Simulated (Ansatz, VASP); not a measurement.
InP in VASP and in Ansatz

```
In P
1.0
     0.00000    2.75025    2.75025
     2.75025    0.00000    2.75025
     2.75025    2.75025    0.00000
In P
1 1
Cartesian
  0.0000 0.0000 0.0000
  2.7503 2.7503 2.7503
```

Change from the starting cell: volume scaled by 0.98.

Alike in both runs: task single point; functional LDA; k mesh 8 × 8 × 8; occupations fermi-dirac, width 0.05 eV; no spin polarisation.

|  | VASP | Ansatz |
| --- | --- | --- |
| version | VASP 6.6.1 | Ansatz 0.2.0 |
| potentials or method | VASP PAW LDA potentials, release 64 (In_d, P), cutoff 520 eV | all-electron LAPW, scalar-relativistic |

|  | VASP | Ansatz | Ansatz less VASP |
| --- | --- | --- | --- |
| gap on the k mesh at the Fermi level (eV) | none | none | - |
| pressure (GPa) | -3.7 | -3.7 | -0.03 |

A gap of «none» marks a metal or a gap that the smearing closes. Ansatz ran all-electron here, so the differences hold the error of VASP's frozen core and of both bases.
